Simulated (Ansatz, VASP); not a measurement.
**BN in VASP and in Ansatz**

POSCAR

```
BN
1.0
    0.0000000000      1.8130010000      1.8130010000
    1.8130010000      0.0000000000      1.8130010000
    1.8130010000      1.8130010000      0.0000000000
N B
1 1
Direct
    0.2500000000      0.2500000000      0.2500000000
    0.0000000000      0.0000000000      0.0000000000
```

The input INCAR.step1:

```
SYSTEM = BN
ALGO = Normal
EDIFF = 1E-5
ENCUT = 520
GGA = PE
ISIF = 2
ISMEAR = -1
LASPH = .TRUE.
LCHARG = .FALSE.
LREAL = .FALSE.
LWAVE = .TRUE.
NBANDS = 11
NELM = 100
PREC = Accurate
SIGMA = 0.05
```

INCAR.step2

```
SYSTEM = BN
AEXX = 0.5
ALGO = Normal
EDIFF = 1E-7
ENCUT = 520
ISIF = 2
ISMEAR = -1
ISTART = 1
LASPH = .TRUE.
LCHARG = .FALSE.
LHFCALC = .TRUE.
LMIXTAU = .TRUE.
LREAL = .FALSE.
LWAVE = .FALSE.
METAGGA = R2SCAN
NBANDS = 11
NELM = 100
PREC = Accurate
PRECFOCK = Fast
SIGMA = 0.05
```

File KPOINTS:

```
k-points
0
G
  7 7 7
  0 0 0
```

The input KPOINTS_OPT:

```
path GXWKGLUWLK,UX
12
line-mode
reciprocal
 0.0000000000  0.0000000000  0.0000000000  G
 0.5000000000  0.0000000000  0.5000000000  X

 0.5000000000  0.0000000000  0.5000000000  X
 0.5000000000  0.2500000000  0.7500000000  W

 0.5000000000  0.2500000000  0.7500000000  W
 0.3750000000  0.3750000000  0.7500000000  K

 0.3750000000  0.3750000000  0.7500000000  K
 0.0000000000  0.0000000000  0.0000000000  G

 0.0000000000  0.0000000000  0.0000000000  G
 0.5000000000  0.5000000000  0.5000000000  L

 0.5000000000  0.5000000000  0.5000000000  L
 0.6250000000  0.2500000000  0.6250000000  U

 0.6250000000  0.2500000000  0.6250000000  U
 0.5000000000  0.2500000000  0.7500000000  W

 0.5000000000  0.2500000000  0.7500000000  W
 0.5000000000  0.5000000000  0.5000000000  L

 0.5000000000  0.5000000000  0.5000000000  L
 0.3750000000  0.3750000000  0.7500000000  K

 0.6250000000  0.2500000000  0.6250000000  U
 0.5000000000  0.0000000000  0.5000000000  X
```

input.yaml

```yaml
crystal:
  lattice:
    - [0.0, 1.813001, 1.813001]
    - [1.813001, 0.0, 1.813001]
    - [1.813001, 1.813001, 0.0]
  atoms:
    - { symbol: "N", position: [0.25, 0.25, 0.25] }
    - { symbol: B, position: [0.0, 0.0, 0.0] }
hamiltonian:
  xc: r2scan50
  pseudopotentials: { kind: paw }
kpoints:
  mp_grid: { grid: [7, 7, 7] }
  band_path:
    path:
      - [[0.0, 0.0, 0.0], [0.5, 0.0, 0.5], [0.5, 0.25, 0.75], [0.375, 0.375, 0.75], [0.0, 0.0, 0.0], [0.5, 0.5, 0.5], [0.625, 0.25, 0.625], [0.5, 0.25, 0.75], [0.5, 0.5, 0.5], [0.375, 0.375, 0.75]]
      - [[0.625, 0.25, 0.625], [0.5, 0.0, 0.5]]
    npoints: 4
scf:
  occupations: { method: fermi_dirac, width: 0.05 }
  n_extra_bands: 6
output:
  forces: true
  stress: true
  eigenvalues: true
  fatbands: false
```

The cell is a database's computed one.

Alike in both runs: task band structure; functional r2SCAN50; k mesh 7 × 7 × 7; occupations fermi-dirac, width 0.05 eV; no spin polarisation.

|  | VASP | Ansatz |
| --- | --- | --- |
| version | VASP 6.6.1 | Ansatz 0.2.0 |
| potentials or method | VASP PAW PBE potentials, release 64 (N, B) | Ansatz PAW |
| plane-wave cutoff (eV) | 520 | 500 |
| valence electrons in the cell | 8 | 8 |

|  | VASP | Ansatz | Ansatz less VASP |
| --- | --- | --- | --- |
| gap on the k mesh at the Fermi level (eV) | 9.08 | 9.08 | -0.004 |
| least direct gap on the mesh (eV) | 13.97 | 13.99 | +0.015 |
| pressure (GPa) | -17.2 | -18.0 | -0.84 |

Caveats: the k mesh is coarse (spacing up to 0.43 Å⁻¹), so the values aren't converged, least of all with exact exchange; so large a pressure means that the cell lies far from this level's equilibrium, or that cutoff or potentials fall short; an unscreened hybrid on a path of extra k points without a Coulomb cutoff has errors near the mesh points, so the bands along the path aren't reliable (VASP); the potentials were made for another functional, which shifts forces and pressure (VASP); the k mesh misses the band edges, so the gap on the mesh is wider than the one along the path (Ansatz); the PAW data sets come from PBE, with cores solved anew for the run's functional, which leaves a small shift of forces and pressure (Ansatz); the thresholds are loose for stress (Ansatz).
